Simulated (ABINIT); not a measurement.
# Si (Fd-3m) in ABINIT: convergence with smearing width

Aim: find how far smearing width must go before the results for Si settle, at PBE. This setting moves, with any that are tied to it; all else stays.

All numbers are computed with ABINIT 10.8.3 (patched build); they aren't measurements. Logs are shortened: lines on timing, memory, paths and dates and some standing lists are left out, and cuts for length are marked. The log counts tension as positive stress, the text compression.

**1. The crystal as given**

The structure is cubic, space group Fd-3m (No. 227). Conventional cell: a = 5.444 Å, b = 5.444 Å, c = 5.444 Å, α = 90.00°, β = 90.00°, γ = 90.00°. Around Si (site symmetry -43m) lie 4 Si at 2.36 Å.

**2. With smearing width 0.272 eV**

The input, run.abi:

```
# Pseudopotentials
pp_dirpath "./"
pseudos "Si.GGA_PBE-JTH.xml"

# Structure
acell 7.2740828278 7.2740828278 7.2740828278
rprim
     0.0000000000     0.7071067812     0.7071067812
     0.7071067812     0.0000000000     0.7071067812
     0.7071067812     0.7071067812     0.0000000000
ntypat 1
znucl 14
natom 2
typat 1 1
xred
     0.5000000000     0.5000000000     0.5000000000
     0.7500000000     0.7500000000     0.7500000000

# Plane-wave basis
ecut 408.170794 eV
pawecutdg 30.0
pawxcdev 0

# k points
kptopt 1
ngkpt 8 8 8
nshiftk 1
shiftk 0.0 0.0 0.0

# Exchange and correlation
ixc 11

# Bands and occupations
nband 8
occopt 3
tsmear 0.272 eV

# SCF cycle
nstep 100
tolvrs 1.0e-9

# Output
iomode 3
prtwf 0
prtden 0
prteig 0
prtebands 0
enunit 1
```

Potentials or basis: JTH PAW PBE v2.0.

Command:

```sh
> abinit run.abi > log 2>&1
```

It took 11 s on 1 thread of Arm Neoverse N1, shared host; peak memory 0.08 GiB.

The run converged. Its results:

* Free energy: -216.9719 eV
* Pressure: 1.2 GPa
* Band gap on the k mesh: 0.64 eV, indirect (least direct gap 2.57 eV)
* Valence electrons inside the program's atomic spheres: Si 1.55 (radii [1.0104] Å)

**3. With smearing width 0.2 eV**

run.abi, as its differences from that of step 2:

```diff
@@ -35,3 +35,3 @@
 occopt 3
-tsmear 0.272 eV
+tsmear 0.2 eV
```

Potentials or basis: JTH PAW PBE v2.0.

Command:

```sh
> abinit run.abi > log 2>&1
```

Wall time 11 s (1 thread of Arm Neoverse N1, shared host); peak memory 0.08 GiB.

Results (log left out):

| Quantity | Value |
| --- | --- |
| Free energy | -216.9632 eV |
| Pressure | 1.2 GPa |
| Band gap on the k mesh | 0.64 eV, indirect (least direct gap 2.57 eV) |
| Valence electrons inside the program's atomic spheres | Si 1.55 (radii [1.0104] Å) |

**4. With smearing width 0.136 eV**

run.abi, as its differences from that of step 3:

```diff
@@ -35,3 +35,3 @@
 occopt 3
-tsmear 0.2 eV
+tsmear 0.136 eV
```

Command:

```sh
> abinit run.abi > log 2>&1
```

It took 10 s on 1 thread of Arm Neoverse N1, shared host; peak memory 0.08 GiB.

It converged, with:

```yaml
Free_energy: -216.9599 eV
Pressure: 1.2 GPa
Band_gap_on_the_k_mesh: 0.64 eV, indirect (least direct gap 2.57 eV)
Valence_electrons_inside_the_program's_atomic_spheres: Si 1.55 (radii [1.0104] Å)
```

**5. With smearing width 0.1 eV**

run.abi, as its differences from that of step 4:

```diff
@@ -35,3 +35,3 @@
 occopt 3
-tsmear 0.136 eV
+tsmear 0.1 eV
```

Command:

```sh
> abinit run.abi > log 2>&1
```

Run time: 10 s. Hardware: 1 thread of Arm Neoverse N1, shared host; peak memory 0.08 GiB.

The run converged. Its results:

| Item | Value |
| --- | --- |
| Free energy | -216.9592 eV |
| Pressure | 1.2 GPa |
| Band gap on the k mesh | 0.64 eV, indirect (least direct gap 2.57 eV) |
| Valence electrons inside the program's atomic spheres | Si 1.55 (radii [1.0104] Å) |

**6. With smearing width 0.05 eV**

run.abi, as its differences from that of step 5:

```diff
@@ -35,3 +35,3 @@
 occopt 3
-tsmear 0.1 eV
+tsmear 0.05 eV
```

Potentials or basis: JTH PAW PBE v2.0.

Command:

```sh
> abinit run.abi > log 2>&1
```

Run time: 10 s. Hardware: 1 thread of Arm Neoverse N1, shared host; peak memory 0.08 GiB.

It converged, with:

| Property | Result |
| --- | --- |
| Free energy | -216.9590 eV |
| Pressure | 1.2 GPa |
| Band gap on the k mesh | 0.64 eV, indirect (least direct gap 2.57 eV) |
| Valence electrons inside the program's atomic spheres | Si 1.55 (radii [1.0104] Å) |

**7. With smearing width 0.025 eV**

run.abi, as its differences from that of step 6:

```diff
@@ -35,3 +35,3 @@
 occopt 3
-tsmear 0.05 eV
+tsmear 0.025 eV
```

Command:

```sh
> abinit run.abi > log 2>&1
```

Wall time 10 s (1 thread of Arm Neoverse N1, shared host); peak memory 0.08 GiB.

The run converged. Its results:

```yaml
Free_energy: -216.9590 eV
Pressure: 1.2 GPa
Band_gap_on_the_k_mesh: 0.64 eV, indirect (least direct gap 2.57 eV)
Valence_electrons_inside_the_program's_atomic_spheres: Si 1.55 (radii [1.0104] Å)
```

**8. With smearing width 0.01 eV**

run.abi, as its differences from that of step 7:

```diff
@@ -35,3 +35,3 @@
 occopt 3
-tsmear 0.025 eV
+tsmear 0.01 eV
```

Potentials or basis: JTH PAW PBE v2.0.

Command:

```sh
> abinit run.abi > log 2>&1
```

run.abo:

```text
.Version 10.8.3 of ABINIT
 Symmetries : space group Fd -3 m (#227); Bravais cF (face-center cubic)
================================================================================
 Values of the parameters that define the memory need of the present run
     intxc =       0    ionmov =       0      iscf =      17    lmnmax =       8
     lnmax =       4     mgfft =      27  mpssoang =       2    mqgrid =    3001
     natom =       2  nloc_mem =       2    nspden =       1   nspinor =       1
    nsppol =       1      nsym =      48    n1xccc =       1    ntypat =       1
    occopt =       3   xclevel =       2
       mpw =         775          nfft =       19683          nkpt =          29
 PAW method is used; the additional fine FFT grid is defined by:
   mgfftf=        36    nfftf =     46656
================================================================================
================================================================================

--------------------------------------------------------------------------------
------------- Echo of variables that govern the present computation ------------
--------------------------------------------------------------------------------
 -outvars: echo values of preprocessed input variables --------
            acell      7.2740828278E+00  7.2740828278E+00  7.2740828278E+00 Bohr
              amu      2.80855000E+01
             ecut      1.50000000E+01 Hartree
           enunit           1
              ixc          11
         kptrlatt        8    0    0      0    8    0      0    0    8
          kptrlen      5.81926626E+01
            natom           2
            nband           8
            ngfft          27      27      27
          ngfftdg          36      36      36
             nkpt          29
            nstep         100
             nsym          48
           ntypat           1
           occopt           3
        pawecutdg      3.00000000E+01 Hartree
         pawxcdev           0
           prtden           0
        prtebands           0
           prteig           0
            prtwf           0
            rprim      0.0000000000E+00  7.0710678120E-01  7.0710678120E-01
                       7.0710678120E-01  0.0000000000E+00  7.0710678120E-01
                       7.0710678120E-01  7.0710678120E-01  0.0000000000E+00
          spgroup         227
           tolvrs      1.00000000E-09
           tsmear      3.67493222E-04 Hartree
            typat      1  1
           useylm           1
           xangst      2.7218511847E+00  2.7218511847E+00  2.7218511847E+00
                       4.0827767770E+00  4.0827767770E+00  4.0827767770E+00
            xcart      5.1435532945E+00  5.1435532945E+00  5.1435532945E+00
                       7.7153299418E+00  7.7153299418E+00  7.7153299418E+00
             xred      5.0000000000E-01  5.0000000000E-01  5.0000000000E-01
                       7.5000000000E-01  7.5000000000E-01  7.5000000000E-01
            znucl       14.00000

================================================================================

 chkinp: Checking input parameters for consistency.

================================================================================
[... 109 lines left out ...]
 reduced coordinates (array xred) for    2 atoms
       0.500000000000      0.500000000000      0.500000000000
       0.750000000000      0.750000000000      0.750000000000
 rms dE/dt=  1.5546E-28; max dE/dt=  2.6926E-28; dE/dt below (all hartree)
    1       0.000000000000      0.000000000000     -0.000000000000
    2       0.000000000000      0.000000000000      0.000000000000

 cartesian coordinates (angstrom) at end:
    1      2.72185118469323     2.72185118469323     2.72185118469323
    2      4.08277677703985     4.08277677703985     4.08277677703985

 cartesian forces (hartree/bohr) at end:
    1      0.00000000000000     0.00000000000000    -0.00000000000000
    2     -0.00000000000000    -0.00000000000000     0.00000000000000
 frms,max,avg= 2.6174952E-29 2.6174952E-29   0.000E+00  0.000E+00  0.000E+00 h/b

 cartesian forces (eV/Angstrom) at end:
    1      0.00000000000000     0.00000000000000    -0.00000000000000
    2     -0.00000000000000    -0.00000000000000     0.00000000000000
 frms,max,avg= 1.3459702E-27 1.3459702E-27   0.000E+00  0.000E+00  0.000E+00 e/A
 length scales=  7.274082827800  7.274082827800  7.274082827800 bohr
              =  3.849278860081  3.849278860081  3.849278860081 angstroms
 Fermi (or HOMO) energy (eV) =   5.54305   Average Vxc (eV)=  -9.44785
 Eigenvalues (   eV  ) for nkpt=  29  k points:
 kpt#   1, nband=  8, wtk=  0.00195, kpt=  0.0000  0.0000  0.0000 (reduced coord)
  -6.68981    5.23409    5.23409    5.23409    7.80240    7.80240    7.80240    8.49992
 prteigrs : prtvol=0 or 1, do not print more k-points.

--- !EnergyTerms
iteration_state     : {dtset: 1, }
comment             : Components of total free energy in Hartree
kinetic             :  3.00781206797616E+00
hartree             :  5.51520679301197E-01
xc                  : -4.77275756634601E+00
Ewald energy        : -8.37832950983799E+00
psp_core            :  2.78208639717858E-01
local_psp           : -2.35116758545662E+00
PAW spherical_terms :  3.69160803907440E+00
internal            : -7.97310523557100E+00
'-kT*entropy'       :  1.25327081198538E-16
total_energy        : -7.97310523557100E+00
total_energy_eV     : -2.16959246144976E+02
...

--- !EnergyTermsDC
iteration_state     : {dtset: 1, }
comment             : '"Double-counting" decomposition of free energy'
band_energy         :  5.32252607477283E-02
Ewald energy        : -8.37832950983799E+00
psp_core            :  2.78208639717858E-01
xc_dc               : -1.92523202850236E+00
PAW spherical_terms :  1.99903186034759E+00
internal            : -7.97309577752717E+00
'-kT*entropy'       :  1.25327081198538E-16
total_energy_dc     : -7.97309577752717E+00
total_energy_dc_eV  : -2.16958988778492E+02
...

--- !EnergyTermsWithPAWCore
iteration_state     : {dtset: 1, }
comment             : 'Components of total free energy, including PAW core contributions'
Total energy        : -5.80071428435717E+02
Total energy DC     : -5.80071418977674E+02
Total energy (eV)   : -1.57845476894222E+04
Total energy DC (eV): -1.57845474320557E+04
...

 Cartesian components of stress tensor (hartree/bohr^3)
  sigma(1 1)= -4.24317783E-05  sigma(3 2)=  0.00000000E+00
  sigma(2 2)= -4.24317783E-05  sigma(3 1)=  0.00000000E+00
  sigma(3 3)= -4.24317783E-05  sigma(2 1)=  0.00000000E+00

-Cartesian components of stress tensor (GPa)         [Pressure=  1.2484E+00 GPa]
- sigma(1 1)= -1.24838602E+00  sigma(3 2)=  0.00000000E+00
- sigma(2 2)= -1.24838602E+00  sigma(3 1)=  0.00000000E+00
- sigma(3 3)= -1.24838602E+00  sigma(2 1)=  0.00000000E+00

== END DATASET(S) ==============================================================
================================================================================

 -outvars: echo values of variables after computation  --------
            acell      7.2740828278E+00  7.2740828278E+00  7.2740828278E+00 Bohr
           etotal     -7.9730957775E+00
            fcart      2.6174952110E-29  2.6174952110E-29 -2.6174952110E-29
                      -2.6174952110E-29 -2.6174952110E-29  2.6174952110E-29
            rprim      0.0000000000E+00  7.0710678120E-01  7.0710678120E-01
                       7.0710678120E-01  0.0000000000E+00  7.0710678120E-01
                       7.0710678120E-01  7.0710678120E-01  0.0000000000E+00
           strten     -4.2431778331E-05 -4.2431778331E-05 -4.2431778331E-05
                       0.0000000000E+00  0.0000000000E+00  0.0000000000E+00
           xangst      2.7218511847E+00  2.7218511847E+00  2.7218511847E+00
                       4.0827767770E+00  4.0827767770E+00  4.0827767770E+00
             xred      5.0000000000E-01  5.0000000000E-01  5.0000000000E-01
                       7.5000000000E-01  7.5000000000E-01  7.5000000000E-01
 Calculation completed.
```

Run time: 10 s. Hardware: 1 thread of Arm Neoverse N1, shared host; peak memory 0.08 GiB.

What came out:

| Item | Value |
| --- | --- |
| Free energy | -216.9590 eV |
| Pressure | 1.2 GPa |
| Band gap on the k mesh | 0.64 eV, indirect (least direct gap 2.57 eV) |
| Valence electrons inside the program's atomic spheres | Si 1.55 (radii [1.0104] Å) |

**9. Result**

| smearing width | energy less the tightest run, at zero smearing (meV/atom) | pressure (GPa) | gap on the mesh (eV) | SCF cycles | CPU time (s) | peak memory (GiB) |
| --- | --- | --- | --- | --- | --- | --- |
| 0.272 eV | 4.94 | 1.16 | 0.641 | 10 | 11 | 0.08 |
| 0.2 eV | 1.87 | 1.19 | 0.639 | 10 | 11 | 0.08 |
| 0.136 eV | 0.52 | 1.23 | 0.637 | 10 | 10 | 0.08 |
| 0.1 eV | 0.16 | 1.24 | 0.637 | 10 | 10 | 0.08 |
| 0.05 eV | 0.00 | 1.25 | 0.637 | 10 | 10 | 0.08 |
| 0.025 eV | 0.00 | 1.25 | 0.637 | 10 | 10 | 0.08 |
| 0.01 eV | 0.00 | 1.25 | 0.637 | 10 | 10 | 0.08 |

Against the tightest run, the energy stays within 1 meV/atom from 0.136 eV on; the pressure stays within 0.1 GPa from 0.272 eV on; the gap on the mesh stays within 0.01 eV from 0.272 eV on. The tightest run that finished is the yardstick and may itself not be fully converged.
